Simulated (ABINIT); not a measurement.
# Nb (Im-3m) in ABINIT: further runs

Aim: see how the results for Nb move with the level of theory and the settings. Levels: LDA, PBE, PBEsol+D3(BJ). Tasks: equation of state.

Program: ABINIT 10.8.3 (patched build). These are calculated values, not measurements. Logs are shortened: lines on timing, memory, paths and dates and some standing lists are left out, and cuts for length are marked. The log counts tension as positive stress, the text compression.

**Measured values to compare with.**

From “Pressure effects on the electronic structure and superconductivity of (TaNb)0.67(HfZrTi)0.33 high entropy alloy”, 2019, arxiv:1910.08312, for a bulk crystal of Nb: bulk modulus 169 GPa.

How close the calculation comes is told below.

## (1) The crystal as given

It takes space group Im-3m (No. 229, cubic). The conventional cell has a = 3.328 Å, b = 3.328 Å, c = 3.328 Å, α = 90.00°, β = 90.00°, γ = 90.00°. Nb (site symmetry m-3m) has 8 Nb at 2.88 Å as nearest neighbours.

## (2) Equation of state, LDA, spin-orbit coupling, no magnetisation

Input file run.abi:

```
# Datasets: one volume each
ndtset 7
getwfk -1
scalecart1 3*0.9795861087
scalecart2 3*0.9864848297
scalecart3 3*0.9932883884
scalecart4 3*1.0000000000
scalecart5 3*1.0066227096
scalecart6 3*1.0131594038
scalecart7 3*1.0196128224

# Pseudopotentials
pp_dirpath "./"
pseudos "Nb.LDA_PW-JTH.xml"

# Structure
acell 2.8820459413 2.8820459413 2.8820459413 Angstrom
rprim
    -0.5773502692     0.5773502692     0.5773502692
     0.5773502692    -0.5773502692     0.5773502692
     0.5773502692     0.5773502692    -0.5773502692
ntypat 1
znucl 41
natom 1
typat 1
xred
     0.0000000000     0.0000000000     0.0000000000

# Plane-wave basis
ecut 15.0
pawecutdg 30.0

# k points
kptopt 4
ngkpt 11 11 11
nshiftk 1
shiftk 0.0 0.0 0.0

# Exchange and correlation
ixc 7

# Bands and occupations
nband 22
occopt 3
tsmear 0.00183747

# Spin
nspinor 2
nspden 1
pawspnorb 1

# SCF cycle
nstep 100
tolvrs 1.0e-9

# Output
iomode 3
prtwf 1
prtden 0
prteig 0
prtebands 0
enunit 1
```

Potentials or basis: JTH PAW LDA v2.0.

Launch:

```
abinit run.abi > log 2>&1
```

run.abo:

```text
.Version 10.8.3 of ABINIT
 DATASET    1 : space group I4 3 2 (#211); Bravais cI (body-center cubic)
================================================================================
 Values of the parameters that define the memory need for DATASET  1.
     intxc =       0    ionmov =       0      iscf =      17    lmnmax =      18
     lnmax =       6     mgfft =      20  mpssoang =       3    mqgrid =    3001
     natom =       1  nloc_mem =       2    nspden =       1   nspinor =       2
    nsppol =       1      nsym =      24    n1xccc =       1    ntypat =       1
    occopt =       3   xclevel =       1
       mpw =         335          nfft =        8000          nkpt =          66
 PAW method is used; the additional fine FFT grid is defined by:
   mgfftf=        30    nfftf =     27000
================================================================================
================================================================================
[... 71 lines left out ...]
 DATASET    7 : space group I4 3 2 (#211); Bravais cI (body-center cubic)
================================================================================
 Values of the parameters that define the memory need for DATASET  7.
     intxc =       0    ionmov =       0      iscf =      17    lmnmax =      18
     lnmax =       6     mgfft =      20  mpssoang =       3    mqgrid =    3001
     natom =       1  nloc_mem =       2    nspden =       1   nspinor =       2
    nsppol =       1      nsym =      24    n1xccc =       1    ntypat =       1
    occopt =       3   xclevel =       1
       mpw =         374          nfft =        8000          nkpt =          66
 PAW method is used; the additional fine FFT grid is defined by:
   mgfftf=        30    nfftf =     27000
================================================================================
================================================================================

--------------------------------------------------------------------------------
------------- Echo of variables that govern the present computation ------------
--------------------------------------------------------------------------------
 -outvars: echo values of preprocessed input variables --------
            acell      5.4462775113E+00  5.4462775113E+00  5.4462775113E+00 Bohr
              amu      9.29063800E+01
             ecut      1.50000000E+01 Hartree
           enunit           1
           getwfk          -1
                       outvar_i_n : Printing only first  50 k-points.
              ixc           7
           jdtset        1    2    3    4    5    6    7
                       outvar_i_n : Printing only first  50 k-points.
           kptopt           4
         kptrlatt       11    0    0      0   11    0      0    0   11
          kptrlen1     5.86860757E+01
          kptrlen2     5.90993716E+01
          kptrlen3     5.95069663E+01
          kptrlen4     5.99090526E+01
          kptrlen5     6.03058129E+01
          kptrlen6     6.06974200E+01
          kptrlen7     6.10840382E+01
            natom           1
            nband          22
           ndtset           7
            ngfft          20      20      20
          ngfftdg          30      30      30
             nkpt          66
          nspinor           2
            nstep         100
             nsym          24
           ntypat           1
                       prtocc : prtvol=0, do not print more k-points.
           occopt           3
        pawcpxocc           2
        pawecutdg      3.00000000E+01 Hartree
        pawspnorb           1
           prtden           0
        prtebands           0
           prteig           0
            rprim1    -5.6556430356E-01  5.6556430356E-01  5.6556430356E-01
                       5.6556430356E-01 -5.6556430356E-01  5.6556430356E-01
                       5.6556430356E-01  5.6556430356E-01 -5.6556430356E-01
            rprim2    -5.6954728199E-01  5.6954728199E-01  5.6954728199E-01
                       5.6954728199E-01 -5.6954728199E-01  5.6954728199E-01
                       5.6954728199E-01  5.6954728199E-01 -5.6954728199E-01
            rprim3    -5.7347531844E-01  5.7347531844E-01  5.7347531844E-01
                       5.7347531844E-01 -5.7347531844E-01  5.7347531844E-01
                       5.7347531844E-01  5.7347531844E-01 -5.7347531844E-01
            rprim4    -5.7735026920E-01  5.7735026920E-01  5.7735026920E-01
                       5.7735026920E-01 -5.7735026920E-01  5.7735026920E-01
                       5.7735026920E-01  5.7735026920E-01 -5.7735026920E-01
            rprim5    -5.8117389237E-01  5.8117389237E-01  5.8117389237E-01
                       5.8117389237E-01 -5.8117389237E-01  5.8117389237E-01
                       5.8117389237E-01  5.8117389237E-01 -5.8117389237E-01
            rprim6    -5.8494785453E-01  5.8494785453E-01  5.8494785453E-01
                       5.8494785453E-01 -5.8494785453E-01  5.8494785453E-01
                       5.8494785453E-01  5.8494785453E-01 -5.8494785453E-01
            rprim7    -5.8867373749E-01  5.8867373749E-01  5.8867373749E-01
                       5.8867373749E-01 -5.8867373749E-01  5.8867373749E-01
                       5.8867373749E-01  5.8867373749E-01 -5.8867373749E-01
          spgroup         211
           tolvrs      1.00000000E-09
           tsmear      1.83747000E-03 Hartree
            typat      1
           useylm           1
                       outvars : Printing only first  50 k-points.
            znucl       41.00000

================================================================================

 chkinp: Checking input parameters for consistency, jdtset=   1.

 chkinp: Checking input parameters for consistency, jdtset=   2.

 chkinp: Checking input parameters for consistency, jdtset=   3.

 chkinp: Checking input parameters for consistency, jdtset=   4.
[... 39 lines left out ...]
 getcut : COMMENT -
  Note that boxcut > 2.2 ; recall that boxcut=Gcut(box)/Gcut(sphere) = 2
  is sufficient for exact treatment of convolution.
  Such a large boxcut is a waste : you could raise ecut
  e.g. ecut=   39.009241 Hartrees makes boxcut=2

--- Pseudopotential description ------------------------------------------------
- pspini: atom type   1  psp file is ./Nb.LDA_PW-JTH.xml
 Pseudopotential format is: paw10
 basis_size (lnmax)=  6 (lmn_size= 18), orbitals=   0   0   1   1   2   2
 Spheres core radius: rc_sph= 2.22094190
 Shapefunction is BESSEL type: shapef(r,l)=aa(1,l)*jl(q(1,l)*r)+aa(2,l)*jl(q(2,l)*r)
 Radius for shape functions =  1.90969629
 Compensation charge density is not taken into account in XC energy/potential

   2.00986716E+02                                ecore*ucvol(ha*bohr**3)
--------------------------------------------------------------------------------

================================================================================

--- !BeginCycle
iteration_state: {dtset: 1, }
solver: {iscf: 17, nstep: 100, nline: 4, wfoptalg: 10, }
tolerances: {tolvrs: 1.00E-09, }
...

     iter   Etot(hartree)      deltaE(h)  residm     nres2
 ETOT  1  -57.613135546107    -5.761E+01 8.489E-01 4.172E+00
 ETOT  2  -57.727480990490    -1.143E-01 3.169E-02 4.906E-01
 ETOT  3  -57.726925295913     5.557E-04 4.555E-02 1.002E-01
 ETOT  4  -57.726944364392    -1.907E-05 1.257E-02 6.160E-04
 ETOT  5  -57.726944178712     1.857E-07 1.806E-03 4.581E-05
 ETOT  6  -57.726944280200    -1.015E-07 9.656E-04 1.212E-06
 ETOT  7  -57.726944283083    -2.883E-09 8.445E-04 3.945E-09
 ETOT  8  -57.726944283008     7.495E-11 5.279E-04 3.007E-09
 ETOT  9  -57.726944283023    -1.455E-11 7.966E-04 5.022E-11
[... 1169 lines left out ...]
 Cartesian components of stress tensor (hartree/bohr^3)
  sigma(1 1)=  6.94691940E-04  sigma(3 2)=  0.00000000E+00
  sigma(2 2)=  6.94691940E-04  sigma(3 1)=  0.00000000E+00
  sigma(3 3)=  6.94691940E-04  sigma(2 1)=  0.00000000E+00

-Cartesian components of stress tensor (GPa)         [Pressure= -2.0439E+01 GPa]
- sigma(1 1)=  2.04385425E+01  sigma(3 2)=  0.00000000E+00
- sigma(2 2)=  2.04385425E+01  sigma(3 1)=  0.00000000E+00
- sigma(3 3)=  2.04385425E+01  sigma(2 1)=  0.00000000E+00

== END DATASET(S) ==============================================================
================================================================================

 -outvars: echo values of variables after computation  --------
            acell      5.4462775113E+00  5.4462775113E+00  5.4462775113E+00 Bohr
           etotal1    -5.7726944283E+01
           etotal2    -5.7726672937E+01
           etotal3    -5.7726091170E+01
           etotal4    -5.7725245199E+01
           etotal5    -5.7724144546E+01
           etotal6    -5.7722815131E+01
           etotal7    -5.7721280747E+01
            fcart1    -0.0000000000E+00 -0.0000000000E+00 -0.0000000000E+00
            fcart2    -0.0000000000E+00 -0.0000000000E+00 -0.0000000000E+00
            fcart3    -0.0000000000E+00 -0.0000000000E+00 -0.0000000000E+00
            fcart4    -0.0000000000E+00 -0.0000000000E+00 -0.0000000000E+00
            fcart5    -0.0000000000E+00 -0.0000000000E+00 -0.0000000000E+00
            fcart6    -0.0000000000E+00 -0.0000000000E+00 -0.0000000000E+00
            fcart7    -0.0000000000E+00 -0.0000000000E+00 -0.0000000000E+00
            rprim1    -5.6556430356E-01  5.6556430356E-01  5.6556430356E-01
                       5.6556430356E-01 -5.6556430356E-01  5.6556430356E-01
                       5.6556430356E-01  5.6556430356E-01 -5.6556430356E-01
            rprim2    -5.6954728199E-01  5.6954728199E-01  5.6954728199E-01
                       5.6954728199E-01 -5.6954728199E-01  5.6954728199E-01
                       5.6954728199E-01  5.6954728199E-01 -5.6954728199E-01
            rprim3    -5.7347531844E-01  5.7347531844E-01  5.7347531844E-01
                       5.7347531844E-01 -5.7347531844E-01  5.7347531844E-01
[... 9 lines left out ...]
                       5.8494785453E-01  5.8494785453E-01 -5.8494785453E-01
            rprim7    -5.8867373749E-01  5.8867373749E-01  5.8867373749E-01
                       5.8867373749E-01 -5.8867373749E-01  5.8867373749E-01
                       5.8867373749E-01  5.8867373749E-01 -5.8867373749E-01
           strten1     9.4428582126E-05  9.4428582126E-05  9.4428582126E-05
                       0.0000000000E+00  0.0000000000E+00  0.0000000000E+00
           strten2     2.1737872825E-04  2.1737872825E-04  2.1737872825E-04
                       0.0000000000E+00  0.0000000000E+00  0.0000000000E+00
           strten3     3.3111068487E-04  3.3111068487E-04  3.3111068487E-04
                       0.0000000000E+00  0.0000000000E+00  0.0000000000E+00
           strten4     4.3495712549E-04  4.3495712549E-04  4.3495712549E-04
                       0.0000000000E+00  0.0000000000E+00  0.0000000000E+00
           strten5     5.3005738700E-04  5.3005738700E-04  5.3005738700E-04
                       0.0000000000E+00  0.0000000000E+00  0.0000000000E+00
           strten6     6.1652700660E-04  6.1652700660E-04  6.1652700660E-04
                       0.0000000000E+00  0.0000000000E+00  0.0000000000E+00
           strten7     6.9469193990E-04  6.9469193990E-04  6.9469193990E-04
                       0.0000000000E+00  0.0000000000E+00  0.0000000000E+00
 Calculation completed.
```

Wall time 2.2 min (1 thread of Arm Neoverse V1, shared host); peak memory 0.13 GiB.

Results:

* Equilibrium volume: 17.20 Å³/atom (rough: see the caveat)
* Bulk modulus: 189 GPa (rough)

Energy against volume, from the lowest point:
```csv
volume (Å³/atom),energy (meV/atom)
17.322,0.00
17.691,7.38
18.060,23.21
18.428,46.23
18.797,76.18
19.165,112.36
19.534,154.11
```

Caveat: the cutoff is too short for stress, so the log's stress isn't used; pressures at fixed basis lie under the slope of the energies; the minimum lies outside the volumes run.

## (3) Equation of state, PBE

Input file run.abi:

```
# Datasets: one volume each
ndtset 7
getwfk -1
scalecart1 3*0.9795861087
scalecart2 3*0.9864848297
scalecart3 3*0.9932883884
scalecart4 3*1.0000000000
scalecart5 3*1.0066227096
scalecart6 3*1.0131594038
scalecart7 3*1.0196128224

# Pseudopotentials
pp_dirpath "./"
pseudos "Nb.upf"

# Structure
acell 3*1.0
rprim
    -3.1444097851     3.1444097851     3.1444097851
     3.1444097851    -3.1444097851     3.1444097851
     3.1444097851     3.1444097851    -3.1444097851
ntypat 1
znucl 41
natom 1
typat 1
xred
     0.0000000000     0.0000000000     0.0000000000

# Plane-wave basis
ecut 1115.666836 eV

# k points
kptopt 1
ngkpt 11 11 11
nshiftk 1
shiftk 0.0 0.0 0.0

# Exchange and correlation
ixc 11

# Bands and occupations
nband 11
occopt 3
tsmear 0.05 eV

# SCF cycle
nstep 100
tolvrs 1.0e-10

# Output
iomode 3
prtwf 1
prtden 0
prteig 0
prtebands 0
```

Potentials or basis: PseudoDojo NC SR PBE v0.5 standard.

Launch:

```
abinit run.abi > log 2>&1
```

Wall time 1.9 min (1 thread of Arm Neoverse V1, shared host); peak memory 0.11 GiB.

It converged, with:

```
Equilibrium volume                      : 18.23 Å³/atom
Bulk modulus                            : 171 GPa
Pressure derivative of the bulk modulus : 3.3
```

Energy against volume, from the lowest point:
| volume (Å³/atom) | energy (meV/atom) |
| --- | --- |
| 17.322 | 24.93 |
| 17.691 | 7.96 |
| 18.060 | 0.00 |
| 18.428 | 0.36 |
| 18.797 | 8.34 |
| 19.165 | 23.30 |
| 19.534 | 44.60 |

Caveat: pressures at fixed basis lie under the slope of the energies.

## (4) Equation of state, PBEsol+D3(BJ)

Input file run.py:

```python
import json, os
import numpy as np
from ase.eos import EquationOfState
from ase.units import GPa
from ase.calculators.mixing import SumCalculator
from dftd3.ase import DFTD3
from ase.calculators.abinit import Abinit, AbinitProfile
from ase import Atoms

atoms = Atoms(['Nb'],
              cell=[[-1.66395, 1.66395, 1.66395], [1.66395, -1.66395, 1.66395], [1.66395, 1.66395, -1.66395]],
              scaled_positions=[[0.0, 0.0, 0.0]],
              pbc=True)

profile = AbinitProfile(command='abinit', pp_paths=[os.path.abspath('pseudos')])
params = dict(
    pps='pawxml', xc='PBE',
    ecut=435.3822,
    pawecutdg=870.7644,
    kptopt=1,
    ngkpt=[11, 11, 11],
    nshiftk=1,
    shiftk=[0.0, 0.0, 0.0],
    ixc=-116133,
    nband=11,
    occopt=3,
    tsmear=0.05,
    nstep=100,
    tolvrs=1e-09,
    prtwf=0,
    prtden=0,
)

cell0 = atoms.cell.copy()
volumes, energies = [], []
for i, x in enumerate([0.94, 0.96, 0.98, 1.0, 1.02, 1.04, 1.06]):
    atoms.set_cell(cell0 * x ** (1 / 3), scale_atoms=True)
    atoms.calc = SumCalculator([Abinit(profile=profile, directory=f'v{i}', **params), DFTD3(method='pbesol', damping='d3bj')])
    volumes.append(atoms.get_volume() / len(atoms))
    dft, disp = atoms.calc.mixer.calcs
    energies.append((dft.get_property('free_energy', atoms) + disp.get_property('energy', atoms)) / len(atoms))
    print(f'{x:5.2f} {volumes[-1]:10.5f} A^3/atom {energies[-1]:14.6f} eV/atom', flush=True)
    json.dump(dict(volumes=volumes, energies=energies), open('results.json', 'w'))
v0, e0, b0 = EquationOfState(volumes, energies, eos='birchmurnaghan').fit()
print(f'V0 {v0:.4f} A^3/atom  E0 {e0:.6f} eV/atom  B0 {b0 / GPa:.2f} GPa')
```

Potentials or basis: JTH PAW PBE v2.0.

Launch:

```
python run.py
```

Run time: 55 s. Hardware: 1 thread of Arm Neoverse V1, shared host; peak memory 0.09 GiB.

It converged, with:

* Equilibrium volume: 16.91 Å³/atom (rough: see the caveat)
* Bulk modulus: 191 GPa (rough)

Energy against volume, from the lowest point:
```csv
volume (Å³/atom),energy (meV/atom)
17.322,0.00
17.691,14.01
18.060,36.74
18.428,65.51
18.797,101.93
19.165,143.28
19.534,190.85
```

Caveat: pressures at fixed basis lie under the slope of the energies; the minimum lies outside the volumes run; the log and the count of SCF iterations are those of the last ABINIT call alone; the PAW data sets were made with another functional, which shifts forces and pressure a little.

## (5) How close it comes

Step 3. A measured bulk modulus of Nb is 169 GPa (quoted in “Pressure effects on the electronic structure and superconductivity of (TaNb)0.67(HfZrTi)0.33 high entropy alloy”, 2019, arxiv:1910.08312); the calculated 171 GPa misses it by +1.4 %. The fit is for a static lattice scaled at fixed shape and fixed fractional positions.
